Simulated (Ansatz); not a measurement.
A run of Ansatz 0.2.0 is set up as follows.

File input.yaml:

```yaml
crystal:
  lattice:
    - [0.0, 2.1554, 2.1554]
    - [2.1554, 0.0, 2.1554]
    - [2.1554, 2.1554, 0.0]
  atoms:
    - { symbol: Fe, position: [0.0, 0.0, 0.0], spin: 3.0 }
    - { symbol: O, position: [0.5, 0.5, 0.5] }
hamiltonian:
  xc: lda
  pseudopotentials: { kind: paw }
  hubbard: { sites: [{ species: Fe, l: d, u_eff: 6.2 }] }
magnetization:
  spin_polarized: true
kpoints:
  mp_grid: { grid: [11, 11, 11] }
scf:
  occupations: { method: fermi_dirac, width: 0.05 }
output:
  forces: true
  stress: true
relax:
  f_tol: 0.01
  max_steps: 40
  cell: { stress_tol: 0.05 }
```

Potentials or basis: Ansatz PAW.

Command:

```sh
$ ansatz run input.yaml --threads 2 --pin off --max-ram 5120MiB --backend cpu --events-out ev --progress --plain --runs-dir out
```

Task: Estimate the band gap on the k mesh.

Result: 1.28 eV, indirect (least direct gap 3.04 eV).

Task: Estimate the net moment.

Result: 4.00 μB per cell.

Task: Predict the site moments.

Result: Fe +3.49; O +0.18 μB.

Task: Predict the absolute moment.

Result: 4.00 μB per cell.

Final structure:
```yaml
crystal:
  lattice:
    - [-0.05688, 2.12534, 2.12534]
    - [2.12534, -0.05688, 2.12534]
    - [2.12534, 2.12534, -0.05688]
  atoms:
    - { symbol: Fe, position: [0.00000, 0.00000, 0.00000] }
    - { symbol: O, position: [0.50000, 0.50000, 0.50000] }
```

Caveat: the magnetic or orbital state may not be the lowest; the electronic state changed during the relaxation; odd divisions of the mesh miss points on the zone boundary, where band edges often lie, so the gap on the mesh can be too wide; the plane-wave basis is chosen anew once the cell has moved, so the energies of steps on either side of that aren't comparable; a cell with one magnetic atom can't hold antiferromagnetic order, which such compounds often take. A k mesh can miss the band edges.
